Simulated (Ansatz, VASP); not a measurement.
# One calculation of AlN, two programs

```xyz
4
Lattice="3.1110 0.0000 0.0000 -1.5555 2.6942 0.0000 0.0000 0.0000 4.9780" Properties=species:S:1:pos:R:3 pbc="T T T"
Al    0.0000    1.7961    0.0000
Al    1.5555    0.8981    2.4890
N     0.0000    1.7961    1.9165
N     1.5555    0.8981    4.4055
```

Alike in both runs: task single point; functional r2SCAN; k mesh 12 × 12 × 6; occupations gaussian, width 0.05 eV; no spin polarisation.

```csv
,VASP,Ansatz
version,VASP 6.6.1,Ansatz 0.2.0
potentials or method,"VASP PAW PBE potentials, release 64 (Al, N)","scalar-relativistic, plane waves, PAW"
plane-wave cutoff (eV),520,500
valence electrons in the cell,16,16
```

Ansatz gave:

* gap on the k mesh at the Fermi level (eV): 4.80
* least direct gap on the mesh (eV): 4.80
* pressure (GPa): -0.6
* largest component of the traceless stress (GPa): 1.02
* rms of the force components (eV/Å): 0.112

Problem. Estimate VASP's values.

Solution. gap on the k mesh at the Fermi level (eV): 4.84; least direct gap on the mesh (eV): 4.84; pressure (GPa): -1.0; largest component of the traceless stress (GPa): 1.03; rms of the force components (eV/Å): 0.113.

Atom by atom the forces differ by 0.001 eV/Å (rms over components). The functional is the same, so the differences come from potentials, cutoffs and numerics.

Caveats: the PAW data sets were made with another functional, which shifts forces and pressure a little (VASP). A k mesh can miss the band edges. r2SCAN opens gaps a little over a GGA but as a rule still falls short of measured ones.
